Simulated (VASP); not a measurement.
# P (P6/mmm) in VASP: reference runs

How does P come out in PBE? The cell is run as given.

All numbers are computed with VASP 6.6.1; they aren't measurements. Logs are shortened: lines on timing, memory, paths and dates and some standing lists are left out, and cuts for length are marked.

### 1 The crystal as given

Symmetry: P6/mmm, No. 191, hexagonal system. Conventional cell: a = 2.635 Å, b = 2.635 Å, c = 2.449 Å, α = 90.00°, β = 90.00°, γ = 120.00°. Around P (site symmetry 6/mmm) lie 8 P at 2.45 to 2.64 Å.

The cell was built by a generator and needn't be a form met in nature.

### 2 Single point, PBE

The input, INCAR:

```
SYSTEM = P
  PREC = Accurate
  ENCUT = 520
  EDIFF = 1E-7
  ISMEAR = -1
  SIGMA = 0.05
  LREAL = .False.
  LASPH = .True.
  NELM = 80
  ALGO = Normal
  ISIF = 2
  LWAVE = .False.
  LCHARG = .False.
  GGA = PE
  NBANDS = 8
```

The input, KPOINTS:

```
Automatic mesh
0
Gamma
  12 12 11
  0 0 0
```

The input, POSCAR:

```
P
1.0
    2.6350100000      0.0000000000      0.0000000000
   -1.3175100000      2.2819900000      0.0000000000
    0.0000000000      0.0000000000      2.4492600000
P
1
Direct
    0.0000000000      0.0000000000      0.0000000000
```

Potentials or basis: VASP PAW PBE potentials, release 64 (P).

Command:

```console
cat potpaw_PBE.64/P/POTCAR > POTCAR
mpirun -np 1 vasp_std > vasp.out
```

OUTCAR:

```text
SYSTEM = P
   PREC = Accurate
   ENCUT = 520
   EDIFF = 1E-7
   ISMEAR = -1
   LREAL = .False.
   LASPH = .True.
   NELM = 80
   ISIF = 2
   GGA = PE

 ion  position               nearest neighbor table
   1  0.000  0.000  0.000-

  LATTYP: Found a hexagonal cell.
 ALAT       =     2.6350100000
 C/A-ratio  =     0.9295069089

  Lattice vectors:

 A1 = (   2.6350100000,   0.0000000000,   0.0000000000)
 A2 = (  -1.3175100000,   2.2819900000,   0.0000000000)
 A3 = (   0.0000000000,   0.0000000000,   2.4492600000)

Analysis of symmetry for initial positions (statically):
=====================================================================
 Subroutine PRICEL returns:
 Original cell was already a primitive cell.

 Routine SETGRP: Setting up the symmetry group for a
 hexagonal supercell.

 Subroutine GETGRP returns: Found 24 space group operations
 (whereof 24 operations were pure point group operations)
 out of a pool of 24 trial point group operations.

The static configuration has the point symmetry D_6h.

Analysis of symmetry for dynamics (positions and initial velocities):
=====================================================================
 Subroutine PRICEL returns:
 Original cell was already a primitive cell.

 Routine SETGRP: Setting up the symmetry group for a
 hexagonal supercell.

 Subroutine GETGRP returns: Found 24 space group operations
 (whereof 24 operations were pure point group operations)
 out of a pool of 24 trial point group operations.

The dynamic configuration has the point symmetry D_6h.

 Subroutine INISYM returns: Found 24 space group operations
 (whereof 24 operations are pure point group operations),
 and found     1 'primitive' translations

----------------------------------------------------------------------------------------

                                     Primitive cell

  volume of cell :      14.7276

  direct lattice vectors                    reciprocal lattice vectors
     2.635010000  0.000000000  0.000000000     0.379505201  0.219107839  0.000000000
    -1.317510000  2.281990000  0.000000000     0.000000000  0.438214015  0.000000000
     0.000000000  0.000000000  2.449260000     0.000000000  0.000000000  0.408286585

  length of vectors
     2.635010000  2.635016311  2.449260000     0.438215065  0.438214015  0.408286585

  position of ions in fractional coordinates (direct lattice)
     0.000000000  0.000000000  0.000000000

  ion indices of the primitive-cell ions
   primitive index   ion index
                 1           1

----------------------------------------------------------------------------------------

 KPOINTS: Automatic mesh

Automatic generation of k-mesh.
 Grid dimensions read from file:
 generate k-points for:   12   12   11

 Generating k-lattice:

  Cartesian coordinates                     Fractional coordinates (reciprocal lattice)
     0.031625433  0.018258987  0.000000000     0.083333333  0.000000000  0.000000000
     0.000000000  0.036517835  0.000000000     0.000000000  0.083333333  0.000000000
     0.000000000  0.000000000  0.037116962     0.000000000  0.000000000  0.090909091

  Length of vectors
     0.036517922  0.036517835  0.037116962

  Shift w.r.t. Gamma in fractional coordinates (k-lattice)
     0.000000000  0.000000000  0.000000000

 Subroutine IBZKPT returns following result:
 ===========================================

 Found    114 irreducible k-points:

 Following reciprocal coordinates:
            Coordinates               Weight
  0.000000  0.000000  0.000000      1.000000
  0.083333  0.000000  0.000000      6.000000
  0.166667  0.000000  0.000000      6.000000
  0.250000  0.000000  0.000000      6.000000
  0.333333  0.000000  0.000000      6.000000
  0.416667  0.000000  0.000000      6.000000
[... 16 lines left out ...]
  0.250000  0.000000  0.090909     12.000000
  0.333333  0.000000  0.090909     12.000000
 [... further k-points ...]
   k-points           NKPTS =    114   k-points in BZ     NKDIM =    114   number of bands    NBANDS=      8
   number of dos      NEDOS =    301   number of ions     NIONS =      1
   total plane-waves  NPLWV =   7200
   dimension x,y,z NGX =    20 NGY =   20 NGZ =   18
   dimension x,y,z NGXF=    40 NGYF=   40 NGZF=   36
   ions per type =               1
   NGX,Y,Z   is equivalent  to a cutoff of  12.62, 12.62, 12.22 a.u.
   NGXF,Y,Z  is equivalent  to a cutoff of  25.24, 25.24, 24.44 a.u.
 SYSTEM =  P
   PREC   = accura    normal or accurate (medium, high low for compatibility)
   ISTART =      0    job   : 0-new  1-cont  2-samecut
   ICHARG =      2    charge: 1-file 2-atom 10-const
   ISPIN  =      1    spin polarized calculation?
   LNONCOLLINEAR =      F non collinear calculations
   LSORBIT =      F    spin-orbit coupling
   LASPH  =      T    aspherical Exc in radial PAW
   ENCUT  =  520.0 eV  38.22 Ry    6.18 a.u.   4.90  4.90  4.55*2*pi/ulx,y,z
   NELM   =     80;   NELMIN=  2; NELMDL= -5     # of ELM steps
   EDIFF  = 0.1E-06   stopping-criterion for ELM
   LREAL  =      F    real-space projection
   EDIFFG = 0.1E-05   stopping-criterion for IOM
   NSW    =      0    number of steps for IOM
   IBRION =     -1    ionic relax: 0-MD 1-quasi-New 2-CG
   NFREE  =      0    steps in history (QN), initial steepest desc. (CG)
   ISIF   =      2    stress and relaxation
   ISYM   =      2    0-nonsym 1-usesym 2-fastsym
   POTIM  = 0.5000    time-step for ionic-motion
   TEBEG  =    0.0;   TEEND  =   0.0 temperature during run
   PSTRESS=    0.0 pullay stress
   NELECT =       5.0000    total number of electrons
   NUPDOWN=      -1.0000    fix difference up-down
   EMIN   =  10.00;   EMAX   =-10.00  energy-range for DOS
   EFERMI =   0.00;   METHOD = LEGACY
   ISMEAR =    -1;   SIGMA  =   0.05  broadening in eV -4-tet -1-fermi 0-gaus
   EFERMI_NEDOS =   21; number of points for ismear=-14 and -15
   IALGO  =     38    algorithm
   IMIX   =      4    mixing-type and parameters
     AMIX     =   0.40;   BMIX     =  1.00
     AMIX_MAG =   1.60;   BMIX_MAG =  1.00
  volume/ion in A,a.u.               =      14.73        99.39
  Fermi-wavevector in a.u.,A,eV,Ry     =   1.142057  2.158175 17.746007  1.304295
  Thomas-Fermi vector in A             =   2.278756
   LORBIT       =      0    0 simple, 1 ext, 2 COOP (PROOUT), +10 PAW based schemes
   GGA     = PE    functional components
   LHFCALC =     F    Hartree Fock is set to
   AEXX    =    0.0000 exact exchange contribution
   IVDW    =     0    specifies the selected vdW correction
   LEPSILON=     F    determine dielectric tensor
   LRPA    =     F    only Hartree local field effects (RPA)
 non-spin polarized calculation
  energy-cutoff  :      520.00
  volume of cell :       14.73
 maximum number of plane-waves:       408
 NGX is ok and might be reduce to    20
   NGX =  9   NGY =  9   NGZ =  9

 number of electron       5.0000000 magnetization

 Free energy of the ion-electron system (eV)
  ---------------------------------------------------
  ext. energy  EPLUGINS =         0.00000000
  ---------------------------------------------------
  free energy    TOTEN  =        -4.94030769 eV

  energy without entropy =       -4.93758786  energy(sigma->0) =       -4.93894778

 E-fermi :   9.5211     XC(G=0): -11.3208

 val. band max:        9.5063816326   @ k =   0.1667   0.0833   0.0909
 cond. band min:       9.7106617110   @ k =   0.4167   0.0000   0.2727
 fundamental gap:      0.2042800784
 Fermi energy:         9.5211490886

 k-point     1 :       0.0000    0.0000    0.0000
  band No.  band energies     occupation
      1      -6.7668      2.00000
      2      14.6428      0.00000
      3      15.5419      0.00000
      4      15.5420      0.00000
      5      16.5305      0.00000
      6      21.0707      0.00000
      7      21.0708      0.00000
      8      25.4905      0.00000

 k-point     2 :       0.0833    0.0000    0.0000
  band No.  band energies     occupation
      1      -6.5824      2.00000
      2      13.7321      0.00000
      3      14.7876      0.00000
      4      15.0095      0.00000
      5      17.3474      0.00000
      6      20.5150      0.00000
      7      21.9419      0.00000
      8      26.0986      0.00000

 k-point     3 :       0.1667    0.0000    0.0000
  band No.  band energies     occupation
      1      -6.0317      2.00000
      2      10.9413      0.00000
      3      13.9738      0.00000
      4      15.2144      0.00000
      5      17.3718      0.00000
      6      20.2242      0.00000
      7      23.9864      0.00000
      8      27.6229      0.00000

 k-point     4 :       0.2500    0.0000    0.0000
  band No.  band energies     occupation
      1      -5.1244      2.00000
      2       8.0031      2.00000
      3      12.9866      0.00000
      4      15.8949      0.00000
      5      16.6253      0.00000
      6      20.8998      0.00000
      7      26.6236      0.00000
      8      28.7847      0.00000

 k-point     5 :       0.3333    0.0000    0.0000
  band No.  band energies     occupation
      1      -3.8862      2.00000
      2       5.2106      2.00000
      3      12.2305      0.00000
      4      15.8814      0.00000
      5      16.7561      0.00000
      6      22.0357      0.00000
      7      26.6410      0.00000
      8      29.5868      0.00000
[... 177 lines left out ...]
 k-point    22 :       0.1667    0.0000    0.0909
  band No.  band energies     occupation
      1      -5.8446      2.00000
      2      10.8987      0.00000
      3      13.1368      0.00000
      4      14.1189      0.00000
      5      18.5597      0.00000
      6      21.5656      0.00000
      7      24.1275      0.00000
      8      27.3060      0.00000

 k-point    23 :       0.2500    0.0000    0.0909
  band No.  band energies     occupation
      1      -4.9376      2.00000
      2       8.1350      2.00000
      3      13.1341      0.00000
      4      13.6119      0.00000
      5      17.4918      0.00000
      6      22.6689      0.00000
      7      26.4640      0.00000
      8      26.7587      0.00000

 k-point    24 :       0.3333    0.0000    0.0909
  band No.  band energies     occupation
      1      -3.6998      2.00000
      2       5.3719      2.00000
      3      12.3794      0.00000
      4      14.3140      0.00000
      5      16.8401      0.00000
      6      23.6417      0.00000
      7      24.6934      0.00000
      8      29.7130      0.00000

 [... further k-points ...]

------------------------ aborting loop because EDIFF is reached ----------------------------------------

  FORCE on cell =-STRESS in cart. coord.  units (eV):
  Direction    XX          YY          ZZ          XY          YZ          ZX
  --------------------------------------------------------------------------------------
  -------------------------------------------------------------------------------------
  Total       -0.2586124     -0.2586134      0.4215466      0.0000006     -0.0000000      0.0000000
  in kB      -28.1338408    -28.1339493     45.8590742      0.0000616     -0.0000000      0.0000000
  external PRESSURE =      -3.4695720 kB  Pullay stress =       0.0000000 kB

 VOLUME and BASIS-vectors are now :
 -----------------------------------------------------------------------------
  energy-cutoff  :      520.00
  volume of cell :       14.73
      direct lattice vectors                 reciprocal lattice vectors
     2.635010000  0.000000000  0.000000000     0.379505201  0.219107839  0.000000000
    -1.317510000  2.281990000  0.000000000     0.000000000  0.438214015  0.000000000
     0.000000000  0.000000000  2.449260000     0.000000000  0.000000000  0.408286585

 POSITION                                       TOTAL-FORCE (eV/Angst)
 -----------------------------------------------------------------------------------
      0.00000      0.00000      0.00000        -0.000000      0.000000      0.000000
 -----------------------------------------------------------------------------------
    total drift:                               -0.000000     -0.000000      0.000000

  FREE ENERGIE OF THE ION-ELECTRON SYSTEM (eV)
  ---------------------------------------------------
  free  energy   TOTEN  =        -4.9403076907 eV

  energy  without entropy=       -4.9375878620  energy(sigma->0) =       -4.93894778
```

It took 4.2 s on 1 thread of Intel Xeon 6975P-C (Granite Rapids), shared host; peak memory 0.11 GiB.

Results:

```
Free energy            : -4.9403 eV
Pressure               : -0.3 GPa
Band gap on the k mesh : none (metal or under the smearing width)
```
